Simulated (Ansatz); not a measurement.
**MoS2 (R-3m): one cell, many starting occupations (series 2), part 1 of 2**

Aim: start the open shells of MoS2 (R-3m) from different occupation matrices at one fixed cell, and see in which states the SCF ends. Cell and atoms stay fixed.

The COD entry's cell or inner coordinates are ideal or old and differ from later refinements, so a difference from it is no clean test against experiment.

Computed with Ansatz 0.2.0 (DFT LDA+U (U = 3 eV, J = 0.7 eV on Mo d), plane waves, PAW, unless a step's input says otherwise).

### Step 1. The system as given

It takes space group R-3m (No. 166, trigonal). The conventional cell has a = 3.171 Å, b = 3.171 Å, c = 18.345 Å, α = 90.00°, β = 90.00°, γ = 120.00°. Mo (site symmetry -3m) is surrounded by 6 S at 2.39 Å. Around S (site symmetry 3m) lie 3 Mo at 2.39 Å.

Coordinates:

```
CELL_PARAMETERS angstrom
1.58550 0.91539 6.11500
-1.58550 0.91539 6.11500
0.00000 -1.83078 6.11500
ATOMIC_POSITIONS crystal
Mo 0.00000 0.00000 0.00000
S 0.75000 0.75000 0.75000
S 0.25000 0.25000 0.25000
```

Magnetic order typed: ferromagnetic.

The runs: random orbitals: single harmonics, second filling; random orbitals: fully mixed, first filling; random orbitals: single harmonics, first filling; random orbitals: fully mixed, one electron more; random orbitals: drawn by pairs, first filling.

An earlier series on this cell reached its lowest free state from «random orbitals: drawn by pairs, first filling», perhaps among other starts (it ended without moments).

### Step 2. Random orbitals: single harmonics, second filling

input.yaml

```yaml
crystal:
  lattice:
    - [1.58550029, 0.91538902, 6.11499825]
    - [-1.58550029, 0.91538902, 6.11499825]
    - [0.0, -1.83077804, 6.11499825]
  atoms:
    - { symbol: Mo, position: [0.0, 0.0, 0.0], spin: 0.3 }
    - { symbol: S, position: [0.75, 0.75, 0.75] }
    - { symbol: S, position: [0.25, 0.25, 0.25] }
basis:
  ecutwfc: 420
  ecutrho_ratio: 4
kpoints:
  mp_grid: { grid: [7, 7, 7] }
hamiltonian:
  xc: lda
  hubbard:
    sites:
      - { site: 0, l: d, u: 3.0, j: 0.7, starting_ns: [{ spin: up, occupation_matrix: s0up }, { spin: down, occupation_matrix: s0down }] }
    occupation_matrices:
      s0up:
        matrix:
          - [0.02, 0.0, 0.0, 0.0, 0.0]
          - [0.0, 0.02, 0.0, 0.0, 0.0]
          - [0.0, 0.0, 0.97, 0.0, 0.0]
          - [0.0, 0.0, 0.0, 0.02, 0.0]
          - [0.0, 0.0, 0.0, 0.0, 0.02]
      s0down:
        matrix:
          - [0.02, 0.0, 0.0, 0.0, 0.0]
          - [0.0, 0.02, 0.0, 0.0, 0.0]
          - [0.0, 0.0, 0.02, 0.0, 0.0]
          - [0.0, 0.0, 0.0, 0.97, 0.0]
          - [0.0, 0.0, 0.0, 0.0, 0.02]
    ns_hold: until_converged
scf:
  occupations: { method: gaussian, width: 0.05 }
  lower_state_search: "off"
  max_iter: 150
output:
  forces: true
  stress: true
  eigenvalues: true
  populations: true
  hubbard: { sites: [{ site: 0, l: d }] }
magnetization:
  spin_polarized: true
```

The typed matrices put 0.97 on the chosen orbitals and 0.02 on the others, and are held until the SCF converges, then released.

Started as:

```sh
> ansatz run input.yaml --threads 2 --pin off --max-ram 3072MiB --backend cpu --events-out ev --progress --plain --runs-dir out
```

Standard output, shortened:

```text
Warning: crystal.symmetry: narrowed to the stabiliser of the occupation matrices — unitary ops 12 → 4; lowered by the specified shell (site 0, l: d); largest admitted image defect 4.4e-16, smallest excluded 7.1e-1 — at a splitting's scale: the group the occupation matrices' own texture admits
Warning: RAYON_NUM_THREADS=2 ignored (pool sized by the plan → 2); use --threads N
[...]
Mo: projections on atomic orbitals take those of the free atom [Ar 3d10] 4s2 4p6 4d5 5s1, of charge +0.00 (hamiltonian.pseudopotentials.projection_atoms); the dataset's partial waves leave at most 6.0e-6 of an orbital's norm unspanned inside its sphere
S: projections on atomic orbitals take those of the free atom [Ne] 3s2 3p4, of charge +0.00 (hamiltonian.pseudopotentials.projection_atoms); the dataset's partial waves leave at most 1.6e-7 of an orbital's norm unspanned inside its sphere
[...]
Pseudopotentials: kind: paw
Pseudopotential: Mo, paw, valence charge 14, recommended cutoff 420 eV (normal), Mo.paw.azcp
Pseudopotential: S, paw, valence charge 6, recommended cutoff 420 eV (normal), S.paw.azcp
Functional definition: SPW92
[...]
Crystal: 3 atoms, lattice volume = 53.250 Å³
Basis set: ecut = 420 eV, 1023 PW (Γ), FFT grids on a1−a3, a2−a3, a3
Bands: 18, of which v1, the nominal top of the filled ones, is band 13 counted from 1 (12 counted from 0)
Symmetry: 4 space group operations
k-points: 100 of 343
[...]
Starting moments: Σ|m| = 0.3 μB on 1 of 3 sites
[...]
SCF iter   1: F=—  HF=-6580.838509 eV  |F-HF|=—  |Δ(HF+E_count)|=         —  Δρ=5.74e-2 (↑5.74e-2 ↓4.69e-2)  dr2=9.22e0  dr2_m=9.09e-2  M=-0.135 μB ∫|m|=0.471 μB  β_m=0.30  ethr=3.10e-3  ⟨swp⟩=6.0  Hψ=19870  notcnv=0
[...]
spin=Collinear: Kerker preconditioning applied to the charge; magnetization (m = ρ↑ − ρ↓) channel mixes plain (no charge-response kernel on spin).
[...]
WARN: the starting moments were not kept: the SCF closed with an absolute magnetisation of 3.3e-6 μB, where they sum to 0.3 μB in size (1 site). That is at most 0.1 of that sum. Measured as dr2_m measures the in/out step, that magnetisation stands 3.5e-12 eV from none, at or under the [...]
WARN: hamiltonian.hubbard: on 2 of 2 specified blocks the occupation matrix of this SCF's result fails the test of the specified filling. At site 0 ↑ (sites count from 0 in the list of atoms of the cell that this SCF solves) the least filled combination of the orbitals specified full has [...]
--- Specified on-site occupations, and those of the state reported ---
  electrons in the specified blocks: 2.1000 specified, 5.1999 found
  site 0 (l=d) ↑: largest change of an orbital's occupation 0.5469; electrons 1.0500 specified, 2.6000 found; spectral distance 1.0598
  site 0 (l=d) ↓: largest change of an orbital's occupation 0.5469; electrons 1.0500 specified, 2.6000 found; spectral distance 1.0598
--- Forces (eV/Å), atoms counted from 1 ---
  atom   1  Mo     0.00000000     0.00000000     0.00000000
  atom   2  S      0.00000000     0.00000025     0.58676951
  atom   3  S      0.00000000    -0.00000025    -0.58676951
[...]
--- Stress (GPa, compression-positive) ---
       -1.292369       0.000000       0.000000
        0.000000      -1.292390       0.000004
        0.000000       0.000004       3.114440
  P = ⅓ Tr σ = 0.1766 GPa (1.766 kbar)
--- Band table (eV; the first three rows and the last of 200) ---
  k-point 0 ↑: bands = ["-50.6708", "-24.8319", "-24.7059", "-24.7059", "-4.1834", "-2.5207", "3.8505", "6.7737", "6.7737", "9.2173", "9.6606", "9.7644", "9.7644", "10.7406", "10.7406", "14.3701", "14.3701", "16.9731"]
[...]
Occupation matrices written to <dir>
--- Löwdin populations: 3 sites ---
  site symbol       q [e]    m [muB]
     0     Mo     13.6960    -0.0000
     1      S      6.0507     0.0000
     2      S      6.0507     0.0000
  spilling = 0.007793 (of n_electrons = 26.000000)
--- Occupation matrices: 1 shell (run DFT+U table (all-electron-ortho-atomic); ε = 2.72e-4) ---
  Mo0 d_4D: site group D3d (-3m)
  Mo0 d_4D up     Tr n = 2.6000  λ = 0.468 0.468 0.530 0.567 0.567  [2× x2-y2 0.32 Eg(1.00) | z2 1.00 A1g(1.00) | 2× yz 0.32 Eg(1.00)]
  Mo0 d_4D dn     Tr n = 2.6000  λ = 0.468 0.468 0.530 0.567 0.567  [2× xy 0.32 Eg(1.00) | z2 1.00 A1g(1.00) | 2× xz 0.32 Eg(1.00)]
  specified occupation → Mo0 d_4D up: matrix, ‖Δ‖_F = 1.0921, Tr Δ = -1.5500, displaced = 1.2170, d_λ = 1.0598; orbital distance = 0.9320
  specified occupation → Mo0 d_4D dn: matrix, ‖Δ‖_F = 1.1145, Tr Δ = -1.5500, displaced = 1.2430, d_λ = 1.0598; orbital distance = 1.0637
  Tr n, λ and their labels are of the run-group-symmetrised matrices; stabiliser: 24 of 24 elements of G0×{1,Θ} (closed), max defect 4.1e-6 at τ = 5.8e-5
```

It took 12 s on 2 threads of AMD EPYC 9R45 (Zen 5), shared host; peak memory 0.54 GiB.

End state: no gap, pressure 0.2 GPa, no moment over 0.05 μB in any sphere, largest force component 0.59 eV/Å, 4 symmetry operations imposed. The program reports that the typed filling wasn't kept.

The shells' filling, with natural orbitals sorted by occupation:

| shell | channel | electrons | over 0.8 | 0.2 to 0.8 | under 0.2 |
| --- | --- | --- | --- | --- | --- |
| Mo 4d (atom 1) | up | 2.60 | 0 | 5 | 0 |
| Mo 4d (atom 1) | down | 2.60 | 0 | 5 | 0 |

### Step 3. Random orbitals: fully mixed, first filling

Edit input.yaml of step 2 so:

```diff
@@ -6,3 +6,3 @@
   atoms:
-    - { symbol: Mo, position: [0.0, 0.0, 0.0], spin: 0.3 }
+    - { symbol: Mo, position: [0.0, 0.0, 0.0], spin: 2.0 }
     - { symbol: S, position: [0.75, 0.75, 0.75] }
@@ -22,7 +22,7 @@
         matrix:
-          - [0.02, 0.0, 0.0, 0.0, 0.0]
-          - [0.0, 0.02, 0.0, 0.0, 0.0]
-          - [0.0, 0.0, 0.97, 0.0, 0.0]
-          - [0.0, 0.0, 0.0, 0.02, 0.0]
-          - [0.0, 0.0, 0.0, 0.0, 0.02]
+          - [0.27275, -0.12822, 0.26352, 0.23587, 0.1863]
+          - [-0.12822, 0.24985, 0.16633, -0.24149, -0.25121]
+          - [0.26352, 0.16633, 0.8409, 0.02416, -0.09101]
+          - [0.23587, -0.24149, 0.02416, 0.33018, 0.2897]
+          - [0.1863, -0.25121, -0.09101, 0.2897, 0.30631]
       s0down:
@@ -32,3 +32,3 @@
           - [0.0, 0.0, 0.02, 0.0, 0.0]
-          - [0.0, 0.0, 0.0, 0.97, 0.0]
+          - [0.0, 0.0, 0.0, 0.02, 0.0]
           - [0.0, 0.0, 0.0, 0.0, 0.02]
```

The typed matrices are held until the SCF converges, then released.

Started as:

```sh
> ansatz run input.yaml --threads 2 --pin off --max-ram 3072MiB --backend cpu --events-out ev --progress --plain --runs-dir out
```

Standard output, shortened:

```text
Warning: crystal.symmetry: narrowed to the stabiliser of the occupation matrices — unitary ops 12 → 2; lowered by the specified shell (site 0, l: d); largest admitted image defect 4.4e-16, smallest excluded 5.2e-1 — at a splitting's scale: the group the occupation matrices' own texture admits
Warning: RAYON_NUM_THREADS=2 ignored (pool sized by the plan → 2); use --threads N
[...]
Mo: projections on atomic orbitals take those of the free atom [Ar 3d10] 4s2 4p6 4d5 5s1, of charge +0.00 (hamiltonian.pseudopotentials.projection_atoms); the dataset's partial waves leave at most 6.0e-6 of an orbital's norm unspanned inside its sphere
S: projections on atomic orbitals take those of the free atom [Ne] 3s2 3p4, of charge +0.00 (hamiltonian.pseudopotentials.projection_atoms); the dataset's partial waves leave at most 1.6e-7 of an orbital's norm unspanned inside its sphere
[...]
[... 4 set-up lines as earlier in the session ...]
[...]
Crystal: 3 atoms, lattice volume = 53.250 Å³
Basis set: ecut = 420 eV, 1023 PW (Γ), FFT grids on a1−a3, a2−a3, a3
[...]
WARN: the starting moments were not kept: the SCF closed with an absolute magnetisation of 3.0e-5 μB, where they sum to 2 μB in size (1 site). That is at most 0.1 of that sum. Measured as dr2_m measures the in/out step, that magnetisation stands 3.8e-10 eV from none, at or under the [...]
WARN: hamiltonian.hubbard: on 2 of 2 specified blocks the occupation matrix of this SCF's result fails the test of the specified filling. At site 0 ↑ (sites count from 0 in the list of atoms of the cell that this SCF solves) the least filled combination of the orbitals specified full has [...]
--- Stress (GPa, compression-positive) ---
       -1.292348       0.000001       0.000000
        0.000001      -1.292359       0.000003
        0.000000       0.000003       3.114449
  P = ⅓ Tr σ = 0.1766 GPa (1.766 kbar)
--- Band table (eV; the first three rows and the last of 344) ---
  k-point 0 ↑: bands = ["-50.6708", "-24.8319", "-24.7059", "-24.7059", "-4.1834", "-2.5207", "3.8505", "6.7737", "6.7737", "9.2173", "9.6606", "9.7644", "9.7645", "10.7406", "10.7406", "14.3701", "14.3701", "16.9731"]
[...]
Occupation matrices written to <dir>
--- Löwdin populations: 3 sites ---
  site symbol       q [e]    m [muB]
     0     Mo     13.6960     0.0000
     1      S      6.0507     0.0000
     2      S      6.0507     0.0000
  spilling = 0.007793 (of n_electrons = 26.000000)
--- Occupation matrices: 1 shell (run DFT+U table (all-electron-ortho-atomic); ε = 6.27e-4) ---
  Mo0 d_4D: site group D3d (-3m)
  Mo0 d_4D up     Tr n = 2.6000  λ = 0.468 0.468 0.530 0.567 0.567  [2× xy 0.32 Eg(1.00) | z2 1.00 A1g(1.00) | 2× xz 0.32 Eg(1.00)]
  Mo0 d_4D dn     Tr n = 2.6000  λ = 0.468 0.468 0.530 0.567 0.567  [2× x2-y2 0.32 Eg(1.00) | z2 1.00 A1g(1.00) | 2× yz 0.32 Eg(1.00)]
  specified occupation → Mo0 d_4D up: matrix, ‖Δ‖_F = 1.0954, Tr Δ = -0.6000, displaced = 1.2196, d_λ = 0.9933; orbital distance = 1.6129
  specified occupation → Mo0 d_4D dn: matrix, ‖Δ‖_F = 1.1225, Tr Δ = -2.5000, displaced = 1.2500, d_λ = 1.1225; orbital distance = 0.0000
  Tr n, λ and their labels are of the run-group-symmetrised matrices; stabiliser: 24 of 24 elements of G0×{1,Θ} (closed), max defect 4.6e-5 at τ = 1.3e-4
```

It took 19 s on 2 threads of AMD EPYC 9R45 (Zen 5), shared host; peak memory 0.67 GiB.

It ends with no gap, pressure 0.2 GPa, no moment over 0.05 μB in any sphere, largest force component 0.59 eV/Å, 2 symmetry operations imposed. The program reports that the typed filling wasn't kept.

The shells' filling, with natural orbitals sorted by occupation:

| shell | channel | electrons | over 0.8 | 0.2 to 0.8 | under 0.2 |
| --- | --- | --- | --- | --- | --- |
| Mo 4d (atom 1) | up | 2.60 | 0 | 5 | 0 |
| Mo 4d (atom 1) | down | 2.60 | 0 | 5 | 0 |

### Step 4. Random orbitals: single harmonics, first filling

Edit input.yaml of step 3 so:

```diff
@@ -22,7 +22,7 @@
         matrix:
-          - [0.27275, -0.12822, 0.26352, 0.23587, 0.1863]
-          - [-0.12822, 0.24985, 0.16633, -0.24149, -0.25121]
-          - [0.26352, 0.16633, 0.8409, 0.02416, -0.09101]
-          - [0.23587, -0.24149, 0.02416, 0.33018, 0.2897]
-          - [0.1863, -0.25121, -0.09101, 0.2897, 0.30631]
+          - [0.02, 0.0, 0.0, 0.0, 0.0]
+          - [0.0, 0.97, 0.0, 0.0, 0.0]
+          - [0.0, 0.0, 0.02, 0.0, 0.0]
+          - [0.0, 0.0, 0.0, 0.02, 0.0]
+          - [0.0, 0.0, 0.0, 0.0, 0.97]
       s0down:
@@ -34,3 +34,3 @@
           - [0.0, 0.0, 0.0, 0.0, 0.02]
-    ns_hold: until_converged
+    ns_hold: { iters: 5 }
 scf:
```

The typed matrices put 0.97 on the chosen orbitals and 0.02 on the others, and are held for 5 cycles.

Started as:

```sh
> ansatz run input.yaml --threads 2 --pin off --max-ram 3072MiB --backend cpu --events-out ev --progress --plain --runs-dir out
```

Standard output, shortened:

```text
Warning: crystal.symmetry: narrowed to the stabiliser of the occupation matrices — unitary ops 12 → 4; lowered by the specified shell (site 0, l: d); largest admitted image defect 4.4e-16, smallest excluded 7.1e-1 — at a splitting's scale: the group the occupation matrices' own texture admits
Warning: RAYON_NUM_THREADS=2 ignored (pool sized by the plan → 2); use --threads N
[...]
Mo: projections on atomic orbitals take those of the free atom [Ar 3d10] 4s2 4p6 4d5 5s1, of charge +0.00 (hamiltonian.pseudopotentials.projection_atoms); the dataset's partial waves leave at most 6.0e-6 of an orbital's norm unspanned inside its sphere
S: projections on atomic orbitals take those of the free atom [Ne] 3s2 3p4, of charge +0.00 (hamiltonian.pseudopotentials.projection_atoms); the dataset's partial waves leave at most 1.6e-7 of an orbital's norm unspanned inside its sphere
[...]
[... 4 set-up lines as earlier in the session ...]
[...]
Crystal: 3 atoms, lattice volume = 53.250 Å³
Basis set: ecut = 420 eV, 1023 PW (Γ), FFT grids on a1−a3, a2−a3, a3
[...]
WARN: the starting moments were not kept: the SCF closed with an absolute magnetisation of 2.9e-5 μB, where they sum to 2 μB in size (1 site). That is at most 0.1 of that sum. Measured as dr2_m measures the in/out step, that magnetisation stands 3.7e-10 eV from none, at or under the [...]
WARN: hamiltonian.hubbard: on 2 of 2 specified blocks the occupation matrix of this SCF's result fails the test of the specified filling. At site 0 ↑ (sites count from 0 in the list of atoms of the cell that this SCF solves) the least filled combination of the orbitals specified full has [...]
--- Stress (GPa, compression-positive) ---
       -1.292362       0.000000       0.000000
        0.000000      -1.292375       0.000002
        0.000000       0.000002       3.114442
  P = ⅓ Tr σ = 0.1766 GPa (1.766 kbar)
--- Band table (eV; the first three rows and the last of 200) ---
  k-point 0 ↑: bands = ["-50.6708", "-24.8320", "-24.7059", "-24.7059", "-4.1834", "-2.5207", "3.8505", "6.7737", "6.7737", "9.2173", "9.6606", "9.7644", "9.7644", "10.7406", "10.7406", "14.3701", "14.3701", "16.9731"]
[...]
Occupation matrices written to <dir>
--- Löwdin populations: 3 sites ---
  site symbol       q [e]    m [muB]
     0     Mo     13.6960     0.0000
     1      S      6.0507     0.0000
     2      S      6.0507     0.0000
  spilling = 0.007793 (of n_electrons = 26.000000)
--- Occupation matrices: 1 shell (run DFT+U table (all-electron-ortho-atomic); ε = 5.44e-4) ---
  Mo0 d_4D: site group D3d (-3m)
  Mo0 d_4D up     Tr n = 2.6000  λ = 0.468 0.468 0.530 0.567 0.567  [2× xy 0.32 Eg(1.00) | z2 1.00 A1g(1.00) | 2× xz 0.32 Eg(1.00)]
  Mo0 d_4D dn     Tr n = 2.6000  λ = 0.468 0.468 0.530 0.567 0.567  [2× x2-y2 0.32 Eg(1.00) | z2 1.00 A1g(1.00) | 2× yz 0.32 Eg(1.00)]
  specified occupation → Mo0 d_4D up: matrix, ‖Δ‖_F = 1.0839, Tr Δ = -0.6000, displaced = 1.2052, d_λ = 0.9933; orbital distance = 1.4142
  specified occupation → Mo0 d_4D dn: matrix, ‖Δ‖_F = 1.1225, Tr Δ = -2.5000, displaced = 1.2500, d_λ = 1.1225; orbital distance = 0.0000
  Tr n, λ and their labels are of the run-group-symmetrised matrices; stabiliser: 24 of 24 elements of G0×{1,Θ} (closed), max defect 4.2e-5 at τ = 1.2e-4
```

Wall time 7.2 s (2 threads of AMD EPYC 9R45 (Zen 5), shared host); peak memory 0.54 GiB.

End state: no gap, pressure 0.2 GPa, no moment over 0.05 μB in any sphere, largest force component 0.59 eV/Å, 4 symmetry operations imposed. The program reports that the typed filling wasn't kept.

How the shells are filled (orbitals counted by the eigenvalues of the occupation matrices):

| shell | channel | electrons | over 0.8 | 0.2 to 0.8 | under 0.2 |
| --- | --- | --- | --- | --- | --- |
| Mo 4d (atom 1) | up | 2.60 | 0 | 5 | 0 |
| Mo 4d (atom 1) | down | 2.60 | 0 | 5 | 0 |

(Continued in part 2 of 2.)
